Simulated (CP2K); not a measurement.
WS2 (Tungstenite):

```xyz
6
Lattice="3.1800 0.0000 0.0000 -1.5900 2.7540 0.0000 0.0000 0.0000 12.5000" Properties=species:S:1:pos:R:3 pbc="T T T"
W     1.5900    0.9180    9.3750
W     0.0000    1.8360    3.1250
S     1.5900    0.9180    4.6875
S     0.0000    1.8360   10.9375
S     1.5900    0.9180    1.5625
S     0.0000    1.8360    7.8125
```

Program: CP2K 2026.2. Alike in all runs: task band structure; no spin polarisation; cell as given; k mesh 10 × 10 × 3.

Order these runs on this cell by their pressure, lowest first.
A. level LDA; potentials or basis GTH_POTENTIALS W GTH-PADE-q14, S GTH-PADE-q6; TZVP-MOLOPT-PBE-GTH basis; smearing fermi-dirac 0.05 eV; NGRIDS 4; bands added on the path 2; CUTOFF of the grids 450 Ry
B. level r2SCAN; potentials or basis POTENTIAL_UZH W GTH-SCAN-q14, S GTH-SCAN-q6; TZVP-MOLOPT-SCAN-GTH basis; smearing fermi-dirac 0.0259 eV; NGRIDS 5; bands added on the path 6; CUTOFF of the grids 675 Ry
C. level PBE; potentials or basis POTENTIAL_UZH W GTH-PBE-q14, S GTH-PBE-q6; TZVP-MOLOPT-PBE-GTH basis; smearing fermi-dirac 0.01 eV; NGRIDS 4; bands added on the path 4; CUTOFF of the grids 450 Ry

A (-15.2 GPa), B (-1.0 GPa), C (1.7 GPa).

Caveats: the basis of atomic orbitals isn't converged, which shifts pressures, moduli and gaps; so large a pressure means that the cell lies far from this level's equilibrium, or that cutoff or potentials fall short (some runs); this functional lacks dispersion, which binds the layers, so the pressure and a relaxed spacing across them are unreliable (some runs).
